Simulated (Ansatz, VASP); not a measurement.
Pt in VASP and in Ansatz

Contents of INCAR:

```
PREC = Accurate ; ENCUT = 520
EDIFF = 1E-7 ; ISMEAR = -1
SIGMA = 0.05 ; LREAL = F
LASPH = T ; NELM = 60
ALGO = Normal ; ISIF = 2
LWAVE = F ; LCHARG = F
NBANDS = 11
```

File KPOINTS:

```
regular mesh
0
Gamma
  12 12 12
```

The input POSCAR:

```
Pt
1.0
   -1.5518799051      1.5518799051      1.5518799051
    1.5518799051     -1.5518799051      1.5518799051
    1.5518799051      1.5518799051     -1.5518799051
Pt
1
Direct
    0.0000000000      0.0000000000      0.0000000000
```

Contents of input.yaml:

```yaml
crystal:
  lattice:
    - [-1.5518799051, 1.5518799051, 1.5518799051]
    - [1.5518799051, -1.5518799051, 1.5518799051]
    - [1.5518799051, 1.5518799051, -1.5518799051]
  atoms:
    - { symbol: Pt, position: [0.0, 0.0, 0.0] }
hamiltonian:
  xc: lda
  pseudopotentials: { kind: paw }
kpoints:
  mp_grid: { grid: [12, 12, 12] }
scf:
  occupations: { method: fermi_dirac, width: 0.05 }
output:
  forces: true
  stress: true
  eigenvalues: true
```

This isn't the form of Pt at room conditions, which is fcc.

Alike in both runs: task single point; functional LDA; k mesh 12 × 12 × 12; occupations fermi-dirac, width 0.05 eV; no spin polarisation.

```csv
,VASP,Ansatz
version,VASP 6.6.1,Ansatz 0.2.0
potentials or method,"VASP PAW LDA potentials, release 64 (Pt)",Ansatz PAW
plane-wave cutoff (eV),520,420
valence electrons in the cell,10,18
```

```csv
,VASP,Ansatz,Ansatz less VASP
gap on the k mesh at the Fermi level (eV),none,none,-
pressure (GPa),-0.1,-0.8,-0.72
```

A gap of «none» marks a metal or a gap that the smearing closes. The two sets of potentials don't hold the same shells in valence.

Caveats: the PAW data sets come from PBE, with cores solved anew for the run's functional, which leaves a small shift of forces and pressure (Ansatz). Spin-orbit coupling is left out, which matters for the levels of Pt.
